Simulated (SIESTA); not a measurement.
## SiNi under changes of volume

One of the cells (11.514 Å³/atom); the others are scaled copies at fixed shape and fractional positions:

```
Ni Si
1.0
     2.96226    0.00000    0.00000
     0.00000    3.30205    0.00000
     0.00000    0.00000    4.70842
Ni Si
2 2
Direct
  0.50000 0.50000 0.34250
  0.00000 0.00000 0.65750
  0.50000 0.50000 0.84314
  0.00000 0.00000 0.15686
```

The cell is a database's computed one.

```yaml
Program: SIESTA 5.4.2
Functional: PBEsol
Potentials_or_basis: PseudoDojo 0.4 standard (PBEsol files)
Basis: DZP (energy shift 0.003 Ry; two zetas on semicore shells)
Grid_cutoff: 800 Ry
Energy_shift: 0.003 Ry
k_mesh: 9 × 8 × 6
Occupations: fermi-dirac, width 0.05 eV
Spin: collinear spin, ferromagnetic start
Starting_moments: "[1.0, 1.0, 0.0, 0.0] μB"
```

| volume (Å³/atom) | energy over the lowest point (meV/atom) | pressure (GPa) | largest force (eV/Å) |
| --- | --- | --- | --- |
| 10.611 | 26.41 | 14.9 | 0.358 |
| 10.837 | 9.53 | 9.2 | 0.312 |
| 11.062 | 0.07 | 4.4 | 0.244 |
| 11.514 | 0.00 | -4.0 | 0.130 |
| 11.740 | ? | ? | ? |
| 11.965 | 21.16 | -10.7 | 0.198 |

Task: What does the run at 11.740 Å³/atom give?

Result: Energy over the lowest point 8.22 meV/atom; pressure -7.5 GPa; largest force 0.165 eV/Å.

Worked out: A Birch-Murnaghan fit of order 3 (a polynomial in V^(-2/3)) to the other rows has its minimum at 11.28 Å³/atom with B0 = V·E''(V) = 209 GPa and B' = 4.4 at fixed shape and positions, which overstates the stiffness. It gives 8.24 meV/atom at 11.740 Å³/atom, against the run's 8.22, and -dE/dV = -7.6 GPa, against -7.5.

Energies are extrapolated to zero smearing.

Caveats: short orbitals over semicore shells can move pressures by several GPa; the basis of atomic orbitals isn't converged, which shifts pressures, moduli and gaps.
